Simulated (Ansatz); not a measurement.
Crystal: Si.

```xyz
2
Lattice="4.1209 0.0000 0.0000 -2.0605 3.5688 0.0000 0.0000 0.0000 2.6548" Properties=species:S:1:pos:R:3 pbc="T T T"
Si    0.0000    2.3792    1.3274
Si    2.0605    1.1896    1.3274
```

The cell was built by a generator and needn't be a form met in nature.

- Program: Ansatz 0.2.0
- Task: relaxation of cell and atoms
- Functional: BLYP
- Potentials or basis: Ansatz PAW
- Cutoff: 420 eV (not typed: the program's choice for these potentials)
- k mesh: 8 × 8 × 10
- Occupations: fermi-dirac, width 0.05 eV
- Spin: no spin polarisation

At the start: volume 19.52 Å³/atom.

How do energy, volume and symmetry change on relaxing?

It ends after 5 steps and the volume is 20.63 Å³/atom (+5.7 %); space group P6/mmm (No. 191, to 0.05 Å).

The path:
| step | energy change (eV) | largest force (eV/Å) | volume (Å³) |
| --- | --- | --- | --- |
| 1 | 0.0000 | 0.0000 | 39.04 |
| 2 | -0.0239 | 0.0000 | 40.69 |
| 3 | -0.0265 | 0.0000 | 41.17 |
| 4 | -0.0266 | 0.0000 | 41.26 |
| 5 | -0.0271 | 0.0000 | 41.26 |

Final structure:
```
CELL_PARAMETERS angstrom
4.18967 0.00000 0.00000
-2.09483 3.62836 0.00000
0.00000 0.00000 2.71394
ATOMIC_POSITIONS crystal
Si 0.33333 0.66667 0.50000
Si 0.66667 0.33333 0.50000
```

Caveat: the plane-wave basis is chosen anew once the cell has moved, so the energies of steps on either side of that aren't comparable; the PAW data sets come from PBE, with cores solved anew for the run's functional, which leaves a small shift of forces and pressure.
